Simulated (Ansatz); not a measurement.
# Au (Cmcm) in Ansatz: reference runs

Aim: a first look at Au with PBEsol, on the cell as given and on a disturbed one.

Everything below comes from runs of Ansatz 0.2.0. Logs are shortened: lines on timing, memory, paths and dates and some standing lists are left out, and cuts for length are marked.

## (1) Starting point

The structure is orthorhombic, space group Cmcm (No. 63). Conventional cell: a = 2.823 Å, b = 5.112 Å, c = 4.893 Å, α = 90.00°, β = 90.00°, γ = 90.00°. Around Au (site symmetry m2m) lie 12 Au at 2.82 to 2.97 Å.

This isn't the form of Au at room conditions, which is fcc.

## (2) Single point, PBEsol

The input, input.yaml:

```yaml
crystal:
  lattice:
    - [1.411309965, -2.555933025, 0.0]
    - [1.411309965, 2.555933025, 0.0]
    - [0.0, 0.0, 4.89316961]
  atoms:
    - { symbol: Au, position: [0.33467203, 0.66532797, 0.25] }
    - { symbol: Au, position: [0.66532797, 0.33467203, 0.75] }
kpoints:
  mp_grid: { grid: [11, 11, 6] }
scf:
  occupations: { method: fermi_dirac, width: 0.05 }
hamiltonian:
  xc: pbesol
  pseudopotentials: { kind: all_electron, lapw: { basis_error: 0.001 } }
output:
  forces: true
  stress: true
  eigenvalues: true
  populations: true
```

Potentials or basis: all-electron LAPW, scalar-relativistic.

On the command line:

```
$ ansatz run input.yaml --threads 1 --pin off --max-ram 3072MiB --backend cpu --events-out ev --progress --plain --runs-dir out
```

Log:

```text
Warning: RAYON_NUM_THREADS=1 ignored (pool sized by the plan → 1); use --threads N
Au: projections on atomic orbitals take those of the free atom 1s2 2s2 2p6 3s2 3p6 3d10 4s2 4p6 4d10 4f14 5s2 5p6 5d10 6s1, of charge +0.00 (hamiltonian.pseudopotentials.projection_atoms)
LAPW: plane waves up to 8.273 Å⁻¹, error target 1.0e-3 eV per atom; small_component_spin mean_spin; Au in spheres of 1.411 Å, 43 of its electrons in bands, Dirac shells [] (how accurate: hamiltonian.pseudopotentials.lapw.basis_error, Limitations)
Engine: ansatz 0.2.0, x86_64-unknown-linux-gnu
Pseudopotentials: kind: all_electron
Pseudopotential: Au, LAPW, valence charge 43, lapw/all_electron/scalar/gaussian/Au, Koelling and Harmon's equation, gaussian nucleus
Functional definition: PBEsol
  exchange = pbesol_x
  correlation = pbesol_c
Crystal: 2 atoms, lattice volume = 35.301 Å³
Basis set: ecut = 260.75513580664443 eV, 337 PW (Γ), FFT grids on a1+a2, a2, a3, exchange–correlation at level 2
Bands: 52, of which v1, the nominal top of the filled ones, is band 43 counted from 1 (42 counted from 0)
Symmetry: 8 space group operations
Space group: Cmcm (ITA 63), of the structure as read, at distance tolerance 3.3e-5 Å
k-points: 144 of 726
Non-local potential: Au, projectors of the file, none
Initial density: superposition of atomic densities (chi_scale 0.1, normalization cell)
Initial wavefunctions: plane waves of lowest kinetic energy (no species holds an atomic orbital)
Functional: x = pbesol(κ = 0.804, μ = 0.12345679012345678), c = pbesol(β = 0.046)
iter 1 solved again at ethr=2.23e-4 eV; its pass at ethr=1.00e-1 eV (dr2=1.92e-1 eV) is discarded
SCF iter   1: F=—  HF=-1034165.920671 eV  |F-HF|=—  |Δ(HF+E_count)|=         —  Δρ=2.91e-2  dr2=1.92e-1  ethr=2.23e-4  ⟨swp⟩=3.0  Hψ=46024  notcnv=0
preconditioner: auto → LDOS  [metal: Δε(μ)=0.007 eV  Ē_g=15.175 eV  σ=0.050 eV  W_gap=0.04  n_scr=22 (ndim 8)  ℏωp=29.3 eV  f_vac=0.052  D(μ)=1.06/eV (n_scr^D=2)  β→1.0]
iter 2 solved again at ethr=3.76e-6 eV; its pass at ethr=2.23e-4 eV (dr2=3.23e-3 eV) is discarded
SCF iter   2: F=—  HF=-1034165.858305 eV  |F-HF|=—  |Δ(HF+E_count)|=   6.24e-2  Δρ=5.16e-3  dr2=3.24e-3  ethr=3.76e-6  ⟨swp⟩=2.0  Hψ=38763  notcnv=0
SCF iter   3: F=—  HF=-1034165.333482 eV  |F-HF|=—  |Δ(HF+E_count)|=   5.25e-1  Δρ=4.58e-3  dr2=4.70e-3  ethr=3.76e-6  ⟨swp⟩=3.0  Hψ=24963  notcnv=0
SCF iter   4: F=—  HF=-1034165.317224 eV  |F-HF|=—  |Δ(HF+E_count)|=   1.63e-2  Δρ=1.59e-3  dr2=5.67e-4  ethr=3.76e-6  ⟨swp⟩=2.0  Hψ=21621  notcnv=0
SCF iter   5: F=—  HF=-1034165.316913 eV  |F-HF|=—  |Δ(HF+E_count)|=   3.11e-4  Δρ=3.07e-4  dr2=2.15e-5  ethr=6.59e-7  ⟨swp⟩=2.0  Hψ=21621  notcnv=0
SCF iter   6: F=-1034165.316934 eV  HF=-1034165.316934 eV  |F-HF|=1.05e-7  |Δ(HF+E_count)|=   2.11e-5  Δρ=2.05e-5  dr2=8.17e-8  ethr=2.50e-8  ⟨swp⟩=2.4  Hψ=21698  notcnv=0
SCF 1 converged in 6 iterations: F = -1034165.316934 eV  dr2 = 8.17e-8
SCF converged after 6 iterations
Free energy (F): -1034165.316934 eV
Harris-Foulkes:  -1034165.316934 eV  (|F-HF|=1.05e-7)
Internal energy: -1034165.309462 eV  (E = F + TS)
E sigma→0 (E₀):  -1034165.313198 eV
Entropy (-TS):   -0.007472 eV (-3.736 meV/atom)
Fermi energy:    23.820164 eV
--- Per-component energies (eV) ---
  E_band       = -7782.385566
  E_kinetic    = 1178599.798174
  E_xc         = -19542.233881
  E_electrostatic = -2193222.873754  (all electrons and nuclei)
  E_smearing   = -0.007472  (= −TS)
  E_closure    = 0.000000  (closes the sum)
  E_atoms      = -1034157.510330  (free atoms, spherical and without spin; not in F)
  Σ components = -1034165.316934   (vs F -1034165.316934, Δ=0.00e0)
  Basis errors (estimates in eV, not in F): energy 2.4e-4 per atom: plane waves 2.3e-4 (1.2e-4 summed), levels above the bands 1.6e-166, relativity 3.1e-9, radial functions 1.4e-5, core shells 2.8e-8; eigenvalues (radial functions only) 1.7e-5; not estimated: angular momenta, meshes, grids; target (lapw.basis_error) 1.0e-3; muffin-tin radii Au 1.411 Å
--- Forces (eV/Å), atoms counted from 1 ---
  atom   1  Au     0.00000000    -0.02085205    -0.00000000
  atom   2  Au     0.00000000     0.02085205     0.00000000
  max |Σ_I F_I| component: 0.00e0 eV/Å
--- Stress (GPa, compression-positive) ---
       -2.675020      -0.000000       0.000000
       -0.000000      -6.756382      -0.000000
        0.000000      -0.000000      -6.362235
  P = ⅓ Tr σ = -5.2645 GPa (-52.645 kbar)
--- Band table (eV; the first three rows and the last of 144) ---
  k-point 0: bands = ["-298.5680", "-298.5680", "-298.5644", "-298.5644", "-298.5599", "-298.5599", "-298.5551", "-298.5551", "-298.5545", "-298.5545", "-81.4832", "-81.4752", "-54.5279", "-54.5278", "-54.5275", "-54.5275", "-54.5275", "-54.5272", "-54.5222", "-54.5221", "-54.5218", "-54.5218", "-54.5184", "-54.5183", "-54.5147", "-54.5147", "-32.9554", "-32.8106", "-32.8038", "-32.7878", "-32.7869", "-32.7813", "14.3181", "16.7344", "19.1417", "19.2027", "19.5364", "19.7825", "20.0368", "20.4098", "20.5853", "21.7134", "21.7942", "22.7547", "26.2687", "38.3292", "39.2940", "40.4663", "41.7219", "42.6565", "44.2137", "44.9806"]
  k-point 1: bands = ["-298.5680", "-298.5680", "-298.5644", "-298.5644", "-298.5599", "-298.5599", "-298.5551", "-298.5551", "-298.5545", "-298.5545", "-81.4827", "-81.4758", "-54.5279", "-54.5278", "-54.5275", "-54.5275", "-54.5275", "-54.5272", "-54.5222", "-54.5221", "-54.5218", "-54.5218", "-54.5184", "-54.5183", "-54.5147", "-54.5147", "-32.9443", "-32.8091", "-32.8023", "-32.7990", "-32.7885", "-32.7828", "14.5356", "16.7094", "19.0994", "19.1739", "19.4755", "19.7315", "19.9771", "20.5504", "20.7392", "21.5457", "21.6714", "21.7637", "27.9183", "37.8343", "39.5009", "40.0113", "41.4788", "42.4551", "44.2056", "44.9204"]
  k-point 2: bands = ["-298.5680", "-298.5680", "-298.5644", "-298.5644", "-298.5599", "-298.5599", "-298.5551", "-298.5551", "-298.5545", "-298.5545", "-81.4812", "-81.4772", "-54.5278", "-54.5278", "-54.5276", "-54.5275", "-54.5274", "-54.5272", "-54.5221", "-54.5220", "-54.5219", "-54.5219", "-54.5183", "-54.5183", "-54.5147", "-54.5147", "-32.9138", "-32.8302", "-32.8045", "-32.7982", "-32.7928", "-32.7869", "15.1420", "16.5234", "19.0351", "19.1525", "19.3378", "19.6836", "19.8436", "19.9879", "20.8848", "21.0663", "21.5216", "21.6429", "30.8547", "36.6833", "38.8413", "39.1995", "41.3798", "42.3781", "42.8803", "43.8226"]
  k-point 143: bands = ["-298.5680", "-298.5680", "-298.5644", "-298.5644", "-298.5599", "-298.5599", "-298.5551", "-298.5551", "-298.5545", "-298.5545", "-81.4727", "-81.4727", "-54.5282", "-54.5282", "-54.5272", "-54.5272", "-54.5271", "-54.5271", "-54.5224", "-54.5224", "-54.5223", "-54.5223", "-54.5183", "-54.5183", "-54.5146", "-54.5146", "-32.9626", "-32.9626", "-32.8380", "-32.8380", "-32.8258", "-32.8258", "17.1001", "17.1001", "18.1541", "18.1541", "20.7342", "20.7342", "21.4502", "21.4502", "22.0881", "22.0881", "23.7407", "23.7407", "27.8534", "27.8534", "36.4181", "36.4181", "38.1973", "38.1973", "41.2104", "41.2104"]
--- Löwdin populations: 2 sites ---
  site symbol       q [e]
     0     Au     78.8464
     1     Au     78.8464
  spilling = 0.001944 (of n_electrons = 158.000000)
```

Wall time 52 s (1 thread of AMD EPYC 7R43 (Zen 3), shared host); peak memory 0.66 GiB.

Results:

```
Free energy            : -1034165.3169 eV
Pressure               : -5.3 GPa
Largest force          : 0.021 eV/Å
Band gap on the k mesh : none (metal or under the smearing width)
```

Forces on the atoms (eV/Å):
```
Au   0.000 -0.021  0.000
Au   0.000  0.021  0.000
```

Stress tensor (GPa, compression positive):
```
-2.68  0.00  0.00
 0.00 -6.76  0.00
 0.00  0.00 -6.36
```

Levels at points of the mesh, in eV from the Fermi level:
```
            k point  band 40  band 41  band 42  band 43  band 44  band 45  band 46  band 47
 (0.00, 0.00, 0.00)    -3.41    -3.23    -2.11    -2.03    -1.07     2.45    14.51    15.47
(0.00, 0.00, -0.50)    -4.10    -2.58    -2.58    -2.42    -2.42    10.21    10.21    14.84
```

## (3) Equation of state, PBEsol

Potentials or basis: all-electron LAPW, scalar-relativistic.

No new run: the results of the series are fitted here.

What came out:

```yaml
Equilibrium_volume: 17.07 Å³/atom
Bulk_modulus_at_fixed_shape_and_positions: 172 GPa
Pressure_derivative_of_the_bulk_modulus: 5.8
```

Energy against volume, from the lowest point:
```csv
volume (Å³/atom),energy (meV/atom)
16.592,7.07
16.945,0.00
17.298,1.19
17.651,9.54
18.004,24.10
18.357,44.04
18.710,68.63
```

Caveat: the cell was scaled at fixed shape and fractional positions, which overstates the stiffness of a crystal with free parameters, most of all of layers and chains.

## (4) Single point, PBEsol (atoms moved at random, drawn with an rms of 0.05 Å)

Edit input.yaml of step 2 so:

```diff
@@ -6,4 +6,4 @@
   atoms:
-    - { symbol: Au, position: [0.33467203, 0.66532797, 0.25] }
-    - { symbol: Au, position: [0.66532797, 0.33467203, 0.75] }
+    - { symbol: Au, position: [0.33425, 0.652362, 0.251925] }
+    - { symbol: Au, position: [0.652759, 0.312579, 0.741685] }
 kpoints:
```

Potentials or basis: all-electron LAPW, scalar-relativistic.

On the command line:

```
$ ansatz run input.yaml --threads 1 --pin off --max-ram 3072MiB --backend cpu --events-out ev --progress --plain --runs-dir out
```

Log:

```text
Warning: RAYON_NUM_THREADS=1 ignored (pool sized by the plan → 1); use --threads N
Au: projections on atomic orbitals take those of the free atom 1s2 2s2 2p6 3s2 3p6 3d10 4s2 4p6 4d10 4f14 5s2 5p6 5d10 6s1, of charge +0.00 (hamiltonian.pseudopotentials.projection_atoms)
LAPW: plane waves up to 8.273 Å⁻¹, error target 1.0e-3 eV per atom; small_component_spin mean_spin; Au in spheres of 1.411 Å, 43 of its electrons in bands, Dirac shells [] (how accurate: hamiltonian.pseudopotentials.lapw.basis_error, Limitations)
[... 6 set-up lines as earlier in the session ...]
Crystal: 2 atoms, lattice volume = 35.301 Å³
Basis set: ecut = 260.75513580664443 eV, 337 PW (Γ), FFT grids on a1+a2, a2, a3, exchange–correlation at level 2
Bands: 52, of which v1, the nominal top of the filled ones, is band 43 counted from 1 (42 counted from 0)
Symmetry: 2 space group operations
Space group: P-1 (ITA 2), of the structure as read, at distance tolerance 3.3e-5 Å
k-points: 364 of 726
[... 4 set-up lines as earlier in the session ...]
iter 1 solved again at ethr=2.23e-4 eV; its pass at ethr=1.00e-1 eV (dr2=1.91e-1 eV) is discarded
SCF iter   1: F=—  HF=-1034165.913584 eV  |F-HF|=—  |Δ(HF+E_count)|=         —  Δρ=2.91e-2  dr2=1.92e-1  ethr=2.23e-4  ⟨swp⟩=3.0  Hψ=116376  notcnv=0
preconditioner: auto → LDOS  [metal: Δε(μ)=0.013 eV  Ē_g=15.197 eV  σ=0.050 eV  W_gap=0.07  n_scr=22 (ndim 8)  ℏωp=29.3 eV  f_vac=0.053  D(μ)=0.97/eV (n_scr^D=2)  β→1.0]
iter 2 solved again at ethr=1.13e-5 eV; its pass at ethr=2.23e-4 eV (dr2=9.76e-3 eV) is discarded
SCF iter   2: F=—  HF=-1034165.901808 eV  |F-HF|=—  |Δ(HF+E_count)|=   1.18e-2  Δρ=6.20e-3  dr2=9.76e-3  ethr=1.13e-5  ⟨swp⟩=2.0  Hψ=97908  notcnv=0
SCF iter   3: F=—  HF=-1034165.326268 eV  |F-HF|=—  |Δ(HF+E_count)|=   5.76e-1  Δρ=4.48e-3  dr2=4.78e-3  ethr=1.13e-5  ⟨swp⟩=3.0  Hψ=61930  notcnv=0
SCF iter   4: F=—  HF=-1034165.310392 eV  |F-HF|=—  |Δ(HF+E_count)|=   1.59e-2  Δρ=1.54e-3  dr2=6.01e-4  ethr=5.56e-6  ⟨swp⟩=2.0  Hψ=54642  notcnv=0
SCF iter   5: F=—  HF=-1034165.310122 eV  |F-HF|=—  |Δ(HF+E_count)|=   2.70e-4  Δρ=3.15e-4  dr2=2.85e-5  ethr=6.99e-7  ⟨swp⟩=2.0  Hψ=54642  notcnv=0
SCF iter   6: F=—  HF=-1034165.310144 eV  |F-HF|=—  |Δ(HF+E_count)|=   2.21e-5  Δρ=1.12e-4  dr2=1.72e-5  ethr=3.31e-8  ⟨swp⟩=3.0  Hψ=55240  notcnv=0
SCF iter   7: F=-1034165.310139 eV  HF=-1034165.310139 eV  |F-HF|=4.05e-8  |Δ(HF+E_count)|=   5.13e-6  Δρ=1.63e-5  dr2=4.32e-8  ethr=2.00e-8  ⟨swp⟩=2.0  Hψ=54642  notcnv=0
SCF 1 converged in 7 iterations: F = -1034165.310139 eV  dr2 = 4.32e-8
SCF converged after 7 iterations
Free energy (F): -1034165.310139 eV
Harris-Foulkes:  -1034165.310139 eV  (|F-HF|=4.05e-8)
Internal energy: -1034165.302934 eV  (E = F + TS)
E sigma→0 (E₀):  -1034165.306536 eV
Entropy (-TS):   -0.007205 eV (-3.602 meV/atom)
Fermi energy:    23.823780 eV
--- Per-component energies (eV) ---
  E_band       = -7782.430267
  E_kinetic    = 1178599.868635
  E_xc         = -19542.254575
  E_electrostatic = -2193222.916994  (all electrons and nuclei)
  E_smearing   = -0.007205  (= −TS)
  E_closure    = 0.000000  (closes the sum)
  E_atoms      = -1034157.510330  (free atoms, spherical and without spin; not in F)
  Σ components = -1034165.310139   (vs F -1034165.310139, Δ=0.00e0)
  Basis errors (estimates in eV, not in F): energy 2.5e-4 per atom: plane waves 2.3e-4 (1.2e-4 summed), levels above the bands 1.2e-166, relativity 5.2e-9, radial functions 1.6e-5, core shells 2.8e-8; eigenvalues (radial functions only) 1.7e-5; not estimated: angular momenta, meshes, grids; target (lapw.basis_error) 1.0e-3; muffin-tin radii Au 1.411 Å
--- Forces (eV/Å), atoms counted from 1 ---
  atom   1  Au    -0.00789270    -0.02200917    -0.27447431
  atom   2  Au     0.00789270     0.02200917     0.27447431
  max |Σ_I F_I| component: 0.00e0 eV/Å
--- Stress (GPa, compression-positive) ---
       -2.505813       0.034491       0.093263
        0.034491      -6.654602       0.058672
        0.093263       0.058672      -6.020863
  P = ⅓ Tr σ = -5.0604 GPa (-50.604 kbar)
--- Band table (eV; the first three rows and the last of 364) ---
  k-point 0: bands = ["-298.5680", "-298.5680", "-298.5643", "-298.5643", "-298.5599", "-298.5599", "-298.5554", "-298.5554", "-298.5542", "-298.5542", "-81.4837", "-81.4755", "-54.5282", "-54.5282", "-54.5278", "-54.5278", "-54.5268", "-54.5267", "-54.5226", "-54.5221", "-54.5218", "-54.5215", "-54.5185", "-54.5184", "-54.5148", "-54.5148", "-32.9571", "-32.8127", "-32.8031", "-32.7879", "-32.7874", "-32.7811", "14.3145", "16.7307", "19.1401", "19.1956", "19.5370", "19.7804", "20.0247", "20.3897", "20.6114", "21.7072", "21.8083", "22.7604", "26.2596", "38.3139", "39.3186", "40.4686", "41.6983", "42.7043", "44.1745", "44.9874"]
  k-point 1: bands = ["-298.5680", "-298.5680", "-298.5643", "-298.5643", "-298.5599", "-298.5599", "-298.5554", "-298.5554", "-298.5542", "-298.5542", "-81.4832", "-81.4760", "-54.5282", "-54.5281", "-54.5278", "-54.5278", "-54.5268", "-54.5267", "-54.5225", "-54.5222", "-54.5218", "-54.5215", "-54.5185", "-54.5184", "-54.5149", "-54.5148", "-32.9462", "-32.8112", "-32.8018", "-32.7986", "-32.7892", "-32.7825", "14.5313", "16.7060", "19.0986", "19.1676", "19.4764", "19.7291", "19.9674", "20.5311", "20.7593", "21.5499", "21.6722", "21.7713", "27.9096", "37.8386", "39.5073", "40.0152", "41.4706", "42.4872", "44.2101", "44.8741"]
  k-point 2: bands = ["-298.5680", "-298.5680", "-298.5643", "-298.5643", "-298.5599", "-298.5599", "-298.5554", "-298.5554", "-298.5542", "-298.5542", "-81.4818", "-81.4774", "-54.5283", "-54.5281", "-54.5278", "-54.5278", "-54.5268", "-54.5267", "-54.5225", "-54.5223", "-54.5218", "-54.5216", "-54.5185", "-54.5184", "-54.5149", "-54.5148", "-32.9167", "-32.8290", "-32.8066", "-32.7980", "-32.7934", "-32.7863", "15.1345", "16.5226", "19.0351", "19.1479", "19.3385", "19.6800", "19.8362", "19.9934", "20.8661", "21.0757", "21.5298", "21.6475", "30.8384", "36.7092", "38.8374", "39.2068", "41.3883", "42.3878", "42.8924", "43.8179"]
  k-point 363: bands = ["-298.5680", "-298.5680", "-298.5643", "-298.5643", "-298.5599", "-298.5599", "-298.5554", "-298.5554", "-298.5542", "-298.5542", "-81.4729", "-81.4698", "-54.5289", "-54.5289", "-54.5278", "-54.5277", "-54.5264", "-54.5264", "-54.5226", "-54.5223", "-54.5221", "-54.5220", "-54.5183", "-54.5182", "-54.5148", "-54.5148", "-32.9677", "-32.9477", "-32.8810", "-32.8631", "-32.8353", "-32.8161", "17.2542", "17.6280", "18.1639", "19.0024", "19.4708", "20.0686", "20.6489", "21.5351", "21.6831", "21.9363", "22.9098", "26.8402", "28.2299", "31.5046", "32.5916", "34.4761", "37.2918", "38.2152", "40.2746", "42.6616"]
--- Löwdin populations: 2 sites ---
  site symbol       q [e]
     0     Au     78.8465
     1     Au     78.8465
  spilling = 0.001943 (of n_electrons = 158.000000)
```

populations.tsv:

```text
# site	symbol	l	j	q
# orbitals = lowdin
# n_electrons = 158.000000
# spilling = 0.001943
# projection_atom_Au: 1s2 2s2 2p6 3s2 3p6 3d10 4s2 4p6 4d10 4f14 5s2 5p6 5d10 6s1
0	Au	0_1S	-	2.000000
0	Au	0_2S	-	1.999996
0	Au	0_3S	-	1.999956
0	Au	0_4S	-	1.999559
0	Au	0_5S	-	1.993550
0	Au	0_6S	-	1.104797
0	Au	1_2P	-	6.000000
0	Au	1_3P	-	5.999999
0	Au	1_4P	-	5.999990
0	Au	1_5P	-	5.999044
0	Au	2_3D	-	10.000000
0	Au	2_4D	-	9.999995
0	Au	2_5D	-	9.749634
0	Au	3_4F	-	13.999994
1	Au	0_1S	-	2.000000
1	Au	0_2S	-	1.999996
1	Au	0_3S	-	1.999956
1	Au	0_4S	-	1.999559
1	Au	0_5S	-	1.993550
1	Au	0_6S	-	1.104797
1	Au	1_2P	-	6.000000
1	Au	1_3P	-	5.999999
1	Au	1_4P	-	5.999990
1	Au	1_5P	-	5.999044
1	Au	2_3D	-	10.000000
1	Au	2_4D	-	9.999995
1	Au	2_5D	-	9.749634
1	Au	3_4F	-	13.999994
```

Wall time 2 min (1 thread of AMD EPYC 7R43 (Zen 3), shared host); peak memory 1.3 GiB.

Results:

* Free energy: -1034165.3101 eV
* Pressure: -5.1 GPa
* Largest force: 0.275 eV/Å
* Band gap on the k mesh: none (metal or under the smearing width)

Forces on the atoms (eV/Å):
```
Au  -0.008 -0.022 -0.274
Au   0.008  0.022  0.274
```

## (5) Overview

```tsv
task	cell	cutoff (eV)	basis error allowed	gap on the mesh (eV)	pressure (GPa)	largest force (eV/Å)
single point	as given	261	0.001 eV/atom	none	-5.3	0.02
equation of state	as given	-	0.0005 eV/atom	-	-	-
single point	atoms moved at random, drawn with an rms of 0.05 Å	261	0.001 eV/atom	none	-5.1	0.28
```

Alike in all rows: level PBEsol; potentials or basis all-electron LAPW, scalar-relativistic; no spin polarisation; k mesh 11 × 11 × 6; smearing fermi-dirac 0.05 eV.

Caveats: the cell was scaled at fixed shape and fractional positions, which overstates the stiffness of a crystal with free parameters, most of all of layers and chains (some runs).

Compare energies only between runs with the same functional and basis.
